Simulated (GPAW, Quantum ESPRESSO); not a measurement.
Consider CdO (Monteponite, Fm-3m).

```cif
data_structure
_symmetry_space_group_name_H-M 'P 1'
_symmetry_Int_Tables_number 1
_cell_length_a 3.3227
_cell_length_b 3.3227
_cell_length_c 3.3227
_cell_angle_alpha 60.000
_cell_angle_beta 60.000
_cell_angle_gamma 60.000
_cell_volume 25.94
loop_
_atom_site_label
_atom_site_type_symbol
_atom_site_fract_x
_atom_site_fract_y
_atom_site_fract_z
_atom_site_occupancy
Cd1 Cd 0.00000 0.00000 0.00000 1
O2 O 0.50000 0.50000 0.50000 1
```

Absorber: atom 2, with 6 Cd at 2.35 Å (octahedral, site symmetry m-3m). Method: Quantum ESPRESSO XSpectra, LDA, excited-electron core hole (neutral cell), 16-atom cell with 6.6 Å between holes, 6×6×6 k points, dipole transitions, Lorentzian half width 0.3 eV up to 4 eV, rising linearly to 2.5 eV at 25 eV.

**Question.** Where do the maxima of the O K edge fall?

Main maxima up to 24 eV above the zero (height): 2.3 eV (2.28), 3.5 eV (1.80), 4.3 eV (2.34), 9.6 eV (0.90) and 22.3 eV (1.31). A K edge sees empty p states on the absorber. The total-energy difference is 533.13 eV. One term is added: -8.83 eV, since the hole is spin-paired here and a spin-polarised one costs that much less in the free atom (computed apart). The photon energy is then 524.30 eV. The functional leaves an error in such absolute values: in the free atom LDA prices this hole 4.1 eV below PBE (computed apart), and PBE is itself good to a few eV.

The O K spectrum (energy from the energy zero of the input (xe0, at the border of filled and empty states); intensity scaled to a mean of 1 over the first 20 eV; the points at xe0, where the cut of filled states can leave a spike, are interpolated):

```csv
E (eV),intensity
-2.0,0.06
-1.5,0.08
-1.0,0.11
-0.5,0.17
0.0,0.41
0.5,0.93
1.0,1.20
1.5,1.91
2.0,2.24
2.5,1.89
3.0,1.57
3.5,1.79
4.0,1.82
4.5,2.18
5.0,1.73
5.5,1.70
6.0,1.70
6.5,1.57
7.0,1.28
7.5,1.02
8.0,0.85
8.5,0.78
9.0,0.81
9.5,0.89
10.0,0.87
10.5,0.76
11.0,0.64
11.5,0.55
12.0,0.49
12.5,0.46
13.0,0.44
13.5,0.43
14.0,0.42
14.5,0.42
15.0,0.43
15.5,0.44
16.0,0.46
16.5,0.50
17.0,0.54
17.5,0.59
18.0,0.65
18.5,0.72
19.0,0.79
19.5,0.88
20.0,0.98
20.5,1.08
21.0,1.18
21.5,1.26
22.0,1.30
22.5,1.30
23.0,1.26
23.5,1.18
24.0,1.10
24.5,1.01
25.0,0.94
25.5,0.87
26.0,0.82
26.5,0.77
27.0,0.72
27.5,0.69
28.0,0.67
28.5,0.66
29.0,0.66
29.5,0.67
30.0,0.69
30.5,0.71
31.0,0.72
31.5,0.72
32.0,0.71
```

Lifetime broadening is put in by hand, and intensities beyond about 20 eV depend on it and on the partial waves. The structure is a published determination, not relaxed.

[Banner, clock and machine lines of the logs are left out without a mark of their own.]

[Logs are printed without paths, hosts, clocks, repeated set-up lines and the standing remarks that a program may print on its own settings, such as how far it seeks lower states.]

[Hosts, paths, dates, database ids (printed as entryN), source tags and the programs' standing remarks are cut or masked in the printed files.]

[Lists of maxima count a maximum above −3 eV only where it reaches 4 % of the highest in the window and stands out from its surroundings by 2 % of it (1.5 % where it reaches 55 %); shoulders and weaker maxima are passed over, and of the rest the first, up to two pre-edge ones and the few strongest are named.]
